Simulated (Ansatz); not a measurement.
NaCl built on the rocksalt prototype, relaxed with r2SCAN in the plane-wave code Ansatz: it is cubic, Fm-3m (No. 225); conventional cell a = 5.605 Å, 22.02 Å³ an atom. Around Na lie 6 Cl at 2.80 Å; around Cl lie 6 Na at 2.80 Å. The primitive cell holds 2 atoms in 44.03 Å³. Calculated for a static, non-magnetic cell.

Computed values: PBE gives a gap of 5.18 eV and PBE0 (25 % exact exchange) 7.28 eV; one over PBE's mean ε∞ is 0.397. HSE06 (6×6×6) gives a least gap of 6.56 eV, direct. In PBE's bands the lowest conduction level rises by 0.118 eV from Γ to the point 0.1121 1/Å along Γ–X; the direct gap at Γ is 5.18 eV. PBEsol's static dielectric constant, on its own cell, is 6.0. r2SCAN's ε∞ is 2.41. On the PBEsol cell (Ω = 43.96 Å³ for two atoms) PBEsol gives ω_TO = 166.3 cm⁻¹, Z* = ±1.092 and ε∞ = 2.566.

Q: Taking the gap as linear in the share of unscreened exchange, estimate the gap of the hybrid whose share is 1/ε∞.

A: The slope is (7.28 − 5.18)/0.25 = 8.40 eV per unit share, so E_g ≈ 5.18 + 8.40 × 0.397 = 8.51 eV. The run with that share gives 8.54 eV (6×6×6 mesh), +0.03 eV from the straight line.

Q: At what wavelength does absorption set in by HSE06, excitons left aside?

A: λ = 1239.84 eV nm/E: 189 nm for the least gap. That lies in the ultraviolet, so by this gap the crystal is transparent to visible light.

Q: Estimate the electron mass at Γ from the rise of PBE's conduction level.

A: A parabola gives m*/mₑ = (ħ²/2mₑ) k²/ΔE = 3.810 × 0.1121²/0.118 = 0.406. The band flattens away from Γ; with E(1 + E/E_g) = ħ²k²/2m* the mass at the edge is 0.406/(1 + 0.118/5.18) = 0.397 (1/E_g is only a rough value for the bending). It is PBE's mass, and a gap that is too small makes it too light.

Q: With that mass, what binding energy and radius does a hydrogenic donor have?

A: E_D = 13.606 eV × m*/ε⁰² = 13.606 × 0.397/6.0² = 150 meV; a_D = 0.529 Å × ε⁰/m* = 8 Å. That is only a cell or two, so the model fails here and the numbers are a rough scale.

Q: What refractive index and reflectivity at normal incidence follow, below the gap and above the phonons?

A: n = √2.41 = 1.552; R = ((n − 1)/(n + 1))² = (0.552/2.552)² = 4.7 % a face.

Q: Work out the longitudinal frequency.

A: ω_LO² − ω_TO² = 4π Z*² e²/(ε∞ μ Ω), with μ = 22.99×35.45/58.44 = 13.946 u and e² = 14.400 eV Å; √(eV/(u Å²)) is 521.47 cm⁻¹. That gives 3.73e+04 cm⁻², so ω_LO = √(166.3² + 3.73e+04) = 254.9 cm⁻¹; the program prints 254.8.

Q: What static dielectric constant follows from Lyddane-Sachs-Teller, and how strong is the polar coupling 1/ε∞ − 1/ε⁰?

A: ε⁰ = ε∞ (ω_LO/ω_TO)² = 2.566 × (254.9/166.3)² = 6.03 (the run: 6.03). 1/ε∞ − 1/ε⁰ = 0.3897 − 0.1659 = 0.2238, the factor that enters the Fröhlich constant.

The meshes of the hybrids are coarse, so their gaps aren't converged to the digits shown.
